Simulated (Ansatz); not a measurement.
**Diffusion barrier of H in ZnS**

Aim: the barrier when interstitial H hops to an equivalent place in ZnS, in a supercell of 16 host sites with charge -1. The ends are relaxed and joined by a climbing-image nudged elastic band.

Method: DFT PBE, scalar-relativistic, plane waves, PAW, in Ansatz 0.2.0.

1 further run of the same task is left out (set aside as unsound or not needed).

### 1 Starting point

It takes space group F-43m (No. 216, cubic). The conventional cell has a = 5.442 Å, b = 5.442 Å, c = 5.442 Å, α = 90.00°, β = 90.00°, γ = 90.00°. Zn (site symmetry -43m) is surrounded by 4 S at 2.36 Å. Around S (site symmetry -43m) lie 4 Zn at 2.36 Å.

Coordinates:

```
Zn S
1.0
     0.00000    2.72115    2.72115
     2.72115    0.00000    2.72115
     2.72115    2.72115    0.00000
Zn S
1 1
Direct
  0.00000 0.00000 0.00000
  0.25000 0.25000 0.25000
```

It goes back to an entry of the Materials Project.

This cell was relaxed beforehand with the same method: volume 20.15 Å³/atom, gap on the mesh 2.02 eV.

### 2 Relaxing the first end

The supercell's rows are 0 -2 2; 0 0 2; -2 0 2 in vectors of the relaxed cell. Atom 17 is the H that will move.

File input.yaml:

```yaml
crystal:
  lattice:
    - [0.0, 5.4423087484, -5.4423087484]
    - [5.4423087484, 5.4423087484, 0.0]
    - [5.4423087484, 0.0, -5.4423087484]
  atoms:
    - { symbol: Zn, position: [0.5, 0.5, 0.0] }
    - { symbol: Zn, position: [0.5, 0.0, 0.0] }
    - { symbol: Zn, position: [1.0, 0.5, 0.0] }
    - { symbol: Zn, position: [1.0, 0.0, 0.0] }
    - { symbol: Zn, position: [0.5, 0.5, 0.5] }
    - { symbol: Zn, position: [0.5, 0.0, 0.5] }
    - { symbol: Zn, position: [1.0, 0.5, 0.5] }
    - { symbol: Zn, position: [1.0, 0.0, 0.5] }
    - { symbol: S, position: [0.375, 0.375, 0.375] }
    - { symbol: S, position: [0.375, 0.875, 0.375] }
    - { symbol: S, position: [0.875, 0.375, 0.375] }
    - { symbol: S, position: [0.875, 0.875, 0.375] }
    - { symbol: S, position: [0.375, 0.375, 0.875] }
    - { symbol: S, position: [0.375, 0.875, 0.875] }
    - { symbol: S, position: [0.875, 0.375, 0.875] }
    - { symbol: S, position: [0.875, 0.875, 0.875] }
    - { symbol: H, position: [0.7571147836, 0.7478534036, 0.7364192864] }
total_charge: -1
basis:
  ecutwfc: 420
  xc_grid: 2
kpoints:
  mp_grid: { grid: [2, 2, 2], shift: [0.0, 0.0, 0.0] }
hamiltonian:
  xc: pbe
scf:
  occupations: { method: gaussian, width: 0.02 }
output:
  forces: true
  stress: false
  eigenvalues: true
  write_density: true
  write_potential: true
  elf: true
  volumetric_format: npy
relax:
  adjacent_minimum: "off"
  f_tol: 0.02
  max_steps: 60
```

On the command line:

```bash
> ansatz run input.yaml --threads 4 --pin off --max-ram 8192MiB --backend cpu --events-out ev --progress --plain --runs-dir out
```

The session goes on with these runs: nudged elastic band, a jump of 3.54 Å.

What does the calculation give? Wanted: barrier forwards; barrier backwards; second end relative to first; highest image; neighbours of H at the start; at the top.

The runs gave:

| quantity | value |
| --- | --- |
| barrier forwards | 1.15 eV |
| barrier backwards | 1.15 eV |
| second end relative to first | 0.000 eV |
| highest image | 3 of 0 to 6, climbing |
| band iterations | 12 |
| neighbours of H at the start; at the top | 1 Zn at 1.67 Å, 1 Zn at 1.90 Å; 1 Zn at 1.69 Å |

What this shows: The barrier from the first end is 1.15 eV, 44 times kT at 300 K, which at an assumed attempt frequency of 10^13 s⁻¹ means a rate near 10^-6 s⁻¹. The ends differ by 1 meV at most. The input switches the test of curvatures off, so the top was not shown to be a first-order saddle. In a cell of 16 sites the barrier is good to about a tenth of an eV. Spin polarisation is off in the runs that give these values; a magnetic solution could lie lower.
